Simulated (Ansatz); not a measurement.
# TiTe2: the cost of one run

Program: Ansatz 0.2.0. Level of theory: DFT PBEsol, scalar-relativistic. These are calculated values, not measurements.

### 1 The starting structure

The structure is trigonal, space group P-3m1 (No. 164). The conventional cell has a = 3.777 Å, b = 3.777 Å, c = 6.498 Å, α = 90.00°, β = 90.00°, γ = 120.00°. Ti (site symmetry -3m) has 6 Te at 2.77 Å in its first shell of neighbours. Around Te (site symmetry 3m) lie 3 Ti at 2.77 Å.

As a file:

```xyz
3
Lattice="3.7770 0.0000 0.0000 -1.8885 3.2710 0.0000 0.0000 0.0000 6.4980" Properties=species:S:1:pos:R:3 pbc="T T T"
Ti    0.0000    0.0000    0.0000
Te    1.8885    1.0903    1.7077
Te    0.0000    2.1807    4.7903
```

Atoms are numbered in the order of the input: Ti1, Te2, Te3.

### 2 The deformed structure

Space group P-3m1 before, P-3m1 after.

### 3 LAPW, all electrons

input.yaml

```yaml
crystal:
  lattice:
    - [3.7014608698, 0.0, 0.0]
    - [-1.8507304349, 3.2055591444, 0.0]
    - [0.0, 0.0, 6.498]
  atoms:
    - { symbol: Ti, position: [0.0, 0.0, 0.0] }
    - { symbol: Te, position: [0.6666666667, 0.3333333333, 0.2628] }
    - { symbol: Te, position: [0.3333333333, 0.6666666667, 0.7372] }
kpoints:
  mp_grid: { grid: [13, 13, 7] }
  band_path:
    path:
      - [0.0, 0.0, 0.0]
      - [0.5, 0.0, 0.0]
      - [0.3333333333, 0.3333333333, 0.0]
      - [0.0, 0.0, 0.0]
      - [0.0, 0.0, 0.5]
      - [0.5, 0.0, 0.5]
      - [0.3333333333, 0.3333333333, 0.5]
      - [0.0, 0.0, 0.5]
      - [0.5, 0.0, 0.5]
    npoints: 5
scf:
  occupations: { method: fermi_dirac, width: 0.03 }
hamiltonian:
  xc: pbesol
  pseudopotentials: { kind: all_electron, lapw: { basis_error: 0.001 } }
output:
  forces: true
  stress: true
  eigenvalues: true
```

On the command line:

```console
> ansatz run input.yaml --threads 1 --pin off --max-ram 4096MiB --backend cpu --events-out ev --progress --plain --runs-dir out
```

Q: Estimate wall time and peak memory on 1 thread of AMD EPYC 9R45 (Zen 5), shared host.

About 21 s, with a peak of 0.82 GiB.
